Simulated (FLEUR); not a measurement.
# CuO (Cccm) in FLEUR: notebook

One crystal, CuO, is run at these levels: PBEsol; tasks: band structure, equation of state.

Program: FLEUR MaX-R8.1 (later development tree). These are calculated values, not measurements. Logs are shortened: lines on timing, memory, paths and dates and some standing lists are left out, and cuts for length are marked.

**1. The structure**

The structure is orthorhombic, space group Cccm (No. 66). Conventional cell: a = 3.982 Å, b = 4.307 Å, c = 5.156 Å, α = 90.00°, β = 90.00°, γ = 90.00°. Cu (site symmetry 2/m) is surrounded by 4 O at 1.95 Å. O (site symmetry 222) has 4 Cu at 1.95 Å as nearest neighbours.

Measurements of this composition are mostly on another form, of space group No. 15.

**2. Band structure, PBEsol**

Input file inp.xml:

```xml
<?xml version="1.0" encoding="UTF-8" standalone="no"?>
<fleurInput fleurInputVersion="0.39">
   <comment>
      CuO                                                                                                 
   </comment>
   <calculationSetup>
      <cutoffs Kmax="5.05" Gmax="15.7" GmaxXC="15.7" numbands="0"/>
      <scfLoop itmax="60" minDistance="0.00001" maxIterBroyd="15" imix="Anderson" alpha="0.05" precondParam="0.0" spinf="2.0" sdNocoIR="T"/>
      <coreElectrons ctail="T" frcor="F" kcrel="0" coretail_lmax="0"/>
      <xcFunctional name="PBEs" relativisticCorrections="F"/>
      <magnetism jspins="1"/>
      <soc l_soc="F" theta="0.0" phi="0.0" spav="F"/>
      <expertModes spex="0" secvar="F"/>
      <geometryOptimization l_f="F" forcealpha="1.0" forcemix="BFGS" epsdisp="0.00001" epsforce="0.00001"/>
      <ldaU l_linMix="F" mixParam="0.05" spinf="1.0"/>
   </calculationSetup>
   <cell>
      <bzIntegration valenceElectrons="50.0" mode="hist" fermiSmearingEnergy="0.00183747">
         <kPointListSelection listName="default-1"/>
         <!-- k-points included here -->
         <xi:include xmlns:xi="http://www.w3.org/2001/XInclude" href="kpts.xml"> </xi:include>
      </bzIntegration>
      <!-- symmetry operations included here -->
      <xi:include xmlns:xi="http://www.w3.org/2001/XInclude" href="sym.xml"> </xi:include>
      <bulkLattice scale="1.0">
[... 31 lines left out ...]
         </electronConfig>
         <energyParameters s="2" p="2" d="3" f="4"/>
         <lo type="SCLO" l="0" n="2" eDeriv="2"/>
         <lo type="SCLO" l="1" n="2" eDeriv="2"/>
         <lo type="SCLO" l="2" n="3" eDeriv="2"/>
      </species>
   </atomSpecies>
   <atomGroups>
      <atomGroup species="Copper (Cu)">
         <relPos label="                   1">1.000/2.000 .0000000000 .0000000000</relPos>
         <relPos label="                   2">.0000000000 1.000/2.000 1.000/2.000</relPos>
         <force calculate="T" relaxXYZ="TTT"/>
      </atomGroup>
      <atomGroup species="Oxygen (O)">
         <relPos label="                   3">1.000/2.000 1.000/2.000 1.000/4.000</relPos>
         <relPos label="                   4">1.000/2.000 1.000/2.000 -1.000/4.000</relPos>
         <force calculate="T" relaxXYZ="TTT"/>
      </atomGroup>
   </atomGroups>
   <output dos="F" band="F" slice="F">
      <checks vchk="F" cdinf="F"/>
      <bandDOS minEnergy="-.5*Htr" maxEnergy="0.5*Htr" sigma="0.015" storeEVData="T"/>
      <vacuumDOS vacdos="F" integ="F" star="F" nstars="0" locx1="0.0" locy1="0.0" locx2="0.0" locy2="0.0" nstm="0" tworkf="0.0"/>
      <unfoldingBand unfoldBand="F" supercellX="1" supercellY="1" supercellZ="1"/>
      <plotting iplot="0" polar="F">
         <plot TwoD="T" vec1="  1.0  0.0  0.0" vec2="  0.0  1.0  0.0" vec3="  0.0  0.0  1.0" zero="  0.0  0.0  0.0" file="plot"/>
      </plotting>
      <chargeDensitySlicing numkpt="0" minEigenval="0.0" maxEigenval="0.0" nnne="0" pallst="F"/>
      <specialOutput eonly="F"/>
      <moessbauerParams electricFieldGradient="T" isomerShift="T" coreHyperfine="T" valenceHyperfine="T"/>
      <magneticCircularDichroism mcd="F" energyLo="-10.0" energyUp="0.0"/>
   </output>
  <!-- We include the file relax.xml here to enable relaxations (see documentation) -->
  <xi:include xmlns:xi="http://www.w3.org/2001/XInclude" href="relax.xml"> <xi:fallback/> </xi:include>
</fleurInput>
```

Input file crystal.txt:

```
CuO
&input cartesian=F /
1.9909680000  -2.1535500000  0.0000000000
1.9909680000  2.1535500000  0.0000000000
0.0000000000  0.0000000000  5.1559280000
1.8897261246
1.0 1.0 1.0

4
29 0.5000000000  0.0000000000  0.0000000000
29 0.0000000000  0.5000000000  0.5000000000
8 0.5000000000  0.5000000000  0.2500000000
8 0.5000000000  0.5000000000  0.7500000000

&kpt div1=9 div2=9 div3=5 gamma=T /
```

Input file inp.xml (bands):

```
<?xml version="1.0" encoding="UTF-8" standalone="no"?>
<fleurInput fleurInputVersion="0.39">
   <comment>
      CuO                                                                                                 
   </comment>
   <calculationSetup>
      <cutoffs Kmax="5.05" Gmax="15.7" GmaxXC="15.7" numbands="0"/>
      <scfLoop itmax="60" minDistance="0.00001" maxIterBroyd="15" imix="Anderson" alpha="0.05" precondParam="0.0" spinf="2.0" sdNocoIR="T"/>
      <coreElectrons ctail="T" frcor="F" kcrel="0" coretail_lmax="0"/>
      <xcFunctional name="PBEs" relativisticCorrections="F"/>
      <magnetism jspins="1"/>
      <soc l_soc="F" theta="0.0" phi="0.0" spav="F"/>
      <expertModes spex="0" secvar="F"/>
      <geometryOptimization l_f="F" forcealpha="1.0" forcemix="BFGS" epsdisp="0.00001" epsforce="0.00001"/>
      <ldaU l_linMix="F" mixParam="0.05" spinf="1.0"/>
   </calculationSetup>
   <cell>
      <bzIntegration valenceElectrons="50.0" mode="hist" fermiSmearingEnergy="0.00183747">
         <kPointListSelection listName="path-1"/>
         <!-- k-points included here -->
         <xi:include xmlns:xi="http://www.w3.org/2001/XInclude" href="kpts.xml"> </xi:include>
      </bzIntegration>
      <!-- symmetry operations included here -->
      <xi:include xmlns:xi="http://www.w3.org/2001/XInclude" href="sym.xml"> </xi:include>
      <bulkLattice scale="1.0">
         <bravaisMatrix>
[... 31 lines left out ...]
         <energyParameters s="2" p="2" d="3" f="4"/>
         <lo type="SCLO" l="0" n="2" eDeriv="2"/>
         <lo type="SCLO" l="1" n="2" eDeriv="2"/>
         <lo type="SCLO" l="2" n="3" eDeriv="2"/>
      </species>
   </atomSpecies>
   <atomGroups>
      <atomGroup species="Copper (Cu)">
         <relPos label="                   1">1.000/2.000 .0000000000 .0000000000</relPos>
         <relPos label="                   2">.0000000000 1.000/2.000 1.000/2.000</relPos>
         <force calculate="T" relaxXYZ="TTT"/>
      </atomGroup>
      <atomGroup species="Oxygen (O)">
         <relPos label="                   3">1.000/2.000 1.000/2.000 1.000/4.000</relPos>
         <relPos label="                   4">1.000/2.000 1.000/2.000 -1.000/4.000</relPos>
         <force calculate="T" relaxXYZ="TTT"/>
      </atomGroup>
   </atomGroups>
   <output dos="F" band="T" slice="F">
      <checks vchk="F" cdinf="F"/>
      <bandDOS minEnergy="-.5*Htr" maxEnergy="0.5*Htr" sigma="0.015" storeEVData="T"/>
      <vacuumDOS vacdos="F" integ="F" star="F" nstars="0" locx1="0.0" locy1="0.0" locx2="0.0" locy2="0.0" nstm="0" tworkf="0.0"/>
      <unfoldingBand unfoldBand="F" supercellX="1" supercellY="1" supercellZ="1"/>
      <plotting iplot="0" polar="F">
         <plot TwoD="T" vec1="  1.0  0.0  0.0" vec2="  0.0  1.0  0.0" vec3="  0.0  0.0  1.0" zero="  0.0  0.0  0.0" file="plot"/>
      </plotting>
      <chargeDensitySlicing numkpt="0" minEigenval="0.0" maxEigenval="0.0" nnne="0" pallst="F"/>
      <specialOutput eonly="F"/>
      <moessbauerParams electricFieldGradient="T" isomerShift="T" coreHyperfine="T" valenceHyperfine="T"/>
      <magneticCircularDichroism mcd="F" energyLo="-10.0" energyUp="0.0"/>
   </output>
  <!-- We include the file relax.xml here to enable relaxations (see documentation) -->
  <xi:include xmlns:xi="http://www.w3.org/2001/XInclude" href="relax.xml"> <xi:fallback/> </xi:include>
</fleurInput>
```

Potentials or basis: all-electron, FLAPW.

On the command line:

```sh
$ inpgen -f crystal.txt -profile fastHighL
$ # inp.xml edited to the form shown
$ fleur_MPI
$ fleur_MPI   # second run, on inp.xml (bands)
```

What it wrote:

```text
Welcome to FLEUR        (www.flapw.de)
      MaX-Release 8.1          (www.max-centre.eu)

 ========== k-point set info ==========
 Selected k-point list: default-1
 k-point list type: mesh
 9 x 9 x 5
 Number of k points: 75

 ------------Calculation Setup---------------------------
 Number of MPI-tasks      :            1
 Number of PE/node        :            1
 Number of OMP-threads    :            1
 Most efficient MPI parallelization for:
           1           3           5          15          25          75
 Additional eigenvalue parallelization possible
 Number of basis functions:          806
 Approximate size of matrices (H+S) per k-point:         0.010 GB
 --------------------------------------------------------
 Iteration:     1   Distance:      47.82810007 me/bohr^3
 Iteration:     2   Distance:      35.95749041 me/bohr^3
 Iteration:     3   Distance:      14.97550544 me/bohr^3
 Iteration:     4   Distance:      11.82316034 me/bohr^3
 Iteration:     5   Distance:       6.00016224 me/bohr^3
 Iteration:     6   Distance:       1.90839760 me/bohr^3
 Iteration:     7   Distance:       0.99632279 me/bohr^3
 Iteration:     8   Distance:       0.92314730 me/bohr^3
 Iteration:     9   Distance:       0.09088894 me/bohr^3
 Iteration:    10   Distance:       0.01721485 me/bohr^3
 Iteration:    11   Distance:       0.00651103 me/bohr^3
 Iteration:    12   Distance:       0.00194473 me/bohr^3
 Iteration:    13   Distance:       0.00113353 me/bohr^3
 Iteration:    14   Distance:       0.00016332 me/bohr^3
 Iteration:    15   Distance:       0.00008170 me/bohr^3
 Iteration:    16   Distance:       0.00006457 me/bohr^3
 Iteration:    17   Distance:       0.00003970 me/bohr^3
 Iteration:    18   Distance:       0.00000437 me/bohr^3

 ********************************************************************
 Run finished successfully
 Stop message:
   all done
 ********************************************************************
```

Run time: 4.3 min. Hardware: 1 thread of Arm Neoverse V2, shared host; peak memory 0.09 GiB.

What came out:

* Free energy: -94079.5267 eV
* Band gap along the path: none (metal or under the smearing width)
* Valence electrons inside the program's atomic spheres: Cu 17.15; O 4.71 (radii Cu 1.94, O 1.48 bohr)

Levels at the corners of the path, in eV from the Fermi level:
```csv
point,band 22,band 23,band 24,band 25,band 26,band 27,band 28,band 29
Γ,-2.32,-2.25,-1.86,0.61,0.79,1.35,5.96,7.24
X,-2.28,-1.55,-1.21,-1.19,1.14,2.22,6.92,9.07
S,-1.84,-1.52,-1.48,0.24,0.48,3.57,5.86,6.28
R,-2.29,-1.96,-1.77,-0.13,0.70,4.23,5.84,8.01
A,-1.89,-1.39,-1.39,-0.47,-0.47,3.99,3.99,10.01
Z,-2.24,-1.51,-1.51,0.13,0.13,3.42,3.42,11.50
Γ,-2.32,-2.25,-1.86,0.61,0.79,1.35,5.96,7.24
Y,-2.28,-1.58,-1.17,-1.12,1.16,2.06,7.14,9.04
X1,-2.28,-1.55,-1.21,-1.19,1.14,2.22,6.92,9.07
A1,-1.89,-1.39,-1.39,-0.47,-0.47,3.99,3.99,10.01
T,-1.87,-1.37,-1.37,-0.49,-0.49,3.94,3.94,9.99
Y,-2.28,-1.58,-1.17,-1.12,1.16,2.06,7.14,9.04
Z,-2.24,-1.51,-1.51,0.13,0.13,3.42,3.42,11.50
T,-1.87,-1.37,-1.37,-0.49,-0.49,3.94,3.94,9.99
```

Core levels (eV from the Fermi level):
```tsv
atom	levels
1 Cu	1s1/2 -8838.7, 2s1/2 -1059.3, 2p1/2 -928.0, 2p3/2 -907.6
2 Cu	1s1/2 -8838.7, 2s1/2 -1059.3, 2p1/2 -928.0, 2p3/2 -907.6
3 O	1s1/2 -504.9
4 O	1s1/2 -504.9
```

Caveat: the run has no spin polarisation, though such a crystal can be magnetic; semilocal functionals often make such compounds metallic where correlation or magnetic order opens a gap, which also shifts bond lengths.

**3. Equation of state, PBEsol, 10.39 Å³/atom (volume scaled by 0.94)**

Changes to inp.xml since step 2:

```diff
@@ -6,3 +6,3 @@
    <calculationSetup>
-      <cutoffs Kmax="5.05" Gmax="15.7" GmaxXC="15.7" numbands="0"/>
+      <cutoffs Kmax="5.21" Gmax="16.2" GmaxXC="16.2" numbands="0"/>
       <scfLoop itmax="60" minDistance="0.00001" maxIterBroyd="15" imix="Anderson" alpha="0.05" precondParam="0.0" spinf="2.0" sdNocoIR="T"/>
@@ -24,3 +24,3 @@
       <xi:include xmlns:xi="http://www.w3.org/2001/XInclude" href="sym.xml"> </xi:include>
-      <bulkLattice scale="1.0">
+      <bulkLattice scale="0.9795861087">
          <bravaisMatrix>
@@ -34,3 +34,3 @@
       <species name="Copper (Cu)" element="Cu" atomicNumber="29">
-         <mtSphere radius="1.94" gridPoints="641" logIncrement="0.019"/>
+         <mtSphere radius="1.88" gridPoints="641" logIncrement="0.019"/>
          <atomicCutoffs lmax="8" lnonsphr="8"/>
@@ -49,3 +49,3 @@
       <species name="Oxygen (O)" element="O" atomicNumber="8">
-         <mtSphere radius="1.48" gridPoints="489" logIncrement="0.022"/>
+         <mtSphere radius="1.44" gridPoints="489" logIncrement="0.022"/>
          <atomicCutoffs lmax="8" lnonsphr="8"/>
```

Potentials or basis: all-electron, FLAPW.

On the command line:

```sh
$ inpgen -f crystal.txt -profile fastHighL
$ # inp.xml edited to the form shown
$ fleur_MPI
```

Run time: 4.4 min. Hardware: 1 thread of Arm Neoverse V2, shared host; peak memory 0.09 GiB.

It converged, with:

| Quantity | Value |
| --- | --- |
| Free energy | -94079.5447 eV |
| Band gap on the k mesh | none (metal or under the smearing width) |
| Valence electrons inside the program's atomic spheres | Cu 17.03; O 4.60 (radii Cu 1.88, O 1.44 bohr) |

Caveat: the run has no spin polarisation, though such a crystal can be magnetic; semilocal functionals often make such compounds metallic where correlation or magnetic order opens a gap, which also shifts bond lengths.

**4. Equation of state, PBEsol, 10.61 Å³/atom (volume scaled by 0.96)**

Changes to inp.xml since step 3:

```diff
@@ -24,3 +24,3 @@
       <xi:include xmlns:xi="http://www.w3.org/2001/XInclude" href="sym.xml"> </xi:include>
-      <bulkLattice scale="0.9795861087">
+      <bulkLattice scale="0.9864848297">
          <bravaisMatrix>
```

On the command line:

```sh
$ inpgen -f crystal.txt -profile fastHighL
$ # inp.xml edited to the form shown
$ fleur_MPI
```

Run time: 4.5 min. Hardware: 1 thread of Arm Neoverse V2, shared host; peak memory 0.09 GiB.

Results (log left out):

* Free energy: -94079.5575 eV
* Band gap on the k mesh: none (metal or under the smearing width)
* Valence electrons inside the program's atomic spheres: Cu 17.02; O 4.59 (radii Cu 1.88, O 1.44 bohr)

Caveat: the run has no spin polarisation, though such a crystal can be magnetic; semilocal functionals often make such compounds metallic where correlation or magnetic order opens a gap, which also shifts bond lengths.

**5. Equation of state, PBEsol, 11.05 Å³/atom**

Changes to inp.xml since step 4:

```diff
@@ -24,3 +24,3 @@
       <xi:include xmlns:xi="http://www.w3.org/2001/XInclude" href="sym.xml"> </xi:include>
-      <bulkLattice scale="0.9864848297">
+      <bulkLattice scale="1.0000000000">
          <bravaisMatrix>
```

On the command line:

```sh
$ inpgen -f crystal.txt -profile fastHighL
$ # inp.xml edited to the form shown
$ fleur_MPI
```

Wall time 5.2 min (1 thread of Arm Neoverse V2, shared host); peak memory 0.1 GiB.

Results (log left out):

| Item | Value |
| --- | --- |
| Free energy | -94079.5254 eV |
| Band gap on the k mesh | none (metal or under the smearing width) |
| Valence electrons inside the program's atomic spheres | Cu 17.00; O 4.57 (radii Cu 1.88, O 1.44 bohr) |

Caveat: the run has no spin polarisation, though such a crystal can be magnetic; semilocal functionals often make such compounds metallic where correlation or magnetic order opens a gap, which also shifts bond lengths.

**6. Equation of state, PBEsol, 11.50 Å³/atom (volume scaled by 1.04)**

Changes to inp.xml since step 5:

```diff
@@ -24,3 +24,3 @@
       <xi:include xmlns:xi="http://www.w3.org/2001/XInclude" href="sym.xml"> </xi:include>
-      <bulkLattice scale="1.0000000000">
+      <bulkLattice scale="1.0131594038">
          <bravaisMatrix>
```

Potentials or basis: all-electron, FLAPW.

On the command line:

```sh
$ inpgen -f crystal.txt -profile fastHighL
$ # inp.xml edited to the form shown
$ fleur_MPI
```

It took 5.3 min on 1 thread of Arm Neoverse V2, shared host; peak memory 0.1 GiB.

The run converged. Its results:

* Free energy: -94079.4287 eV
* Band gap on the k mesh: none (metal or under the smearing width)
* Valence electrons inside the program's atomic spheres: Cu 16.98; O 4.55 (radii Cu 1.88, O 1.44 bohr)

Caveat: the run has no spin polarisation, though such a crystal can be magnetic; semilocal functionals often make such compounds metallic where correlation or magnetic order opens a gap, which also shifts bond lengths.

**7. Equation of state, PBEsol, 11.72 Å³/atom (volume scaled by 1.06)**

Changes to inp.xml since step 6:

```diff
@@ -24,3 +24,3 @@
       <xi:include xmlns:xi="http://www.w3.org/2001/XInclude" href="sym.xml"> </xi:include>
-      <bulkLattice scale="1.0131594038">
+      <bulkLattice scale="1.0196128224">
          <bravaisMatrix>
```

On the command line:

```sh
$ inpgen -f crystal.txt -profile fastHighL
$ # inp.xml edited to the form shown
$ fleur_MPI
```

It took 5.8 min on 1 thread of Arm Neoverse V2, shared host; peak memory 0.1 GiB.

The run converged. Its results:

- Free energy: -94079.3605 eV
- Band gap on the k mesh: none (metal or under the smearing width)
- Valence electrons inside the program's atomic spheres: Cu 16.97; O 4.54 (radii Cu 1.88, O 1.44 bohr)

Caveat: the run has no spin polarisation, though such a crystal can be magnetic; semilocal functionals often make such compounds metallic where correlation or magnetic order opens a gap, which also shifts bond lengths.

**8. Equation of state, PBEsol**

Potentials or basis: all-electron, FLAPW.

No new run: the results of the series are fitted here.

What came out:

- Equilibrium volume: 10.64 Å³/atom
- Bulk modulus at fixed shape and positions: 173 GPa
- Pressure derivative of the bulk modulus: 4.5 (rough: it moves with the points fitted)

Energy against volume, from the lowest point:
| volume (Å³/atom) | energy (meV/atom) |
| --- | --- |
| 10.390 | 3.22 |
| 10.611 | 0.00 |
| 11.053 | 8.03 |
| 11.496 | 32.21 |
| 11.717 | 49.25 |

Caveat: the cell was scaled at fixed shape and fractional positions, which overstates the stiffness of a crystal with free parameters, most of all of layers and chains; the run has no spin polarisation, though such a crystal can be magnetic.
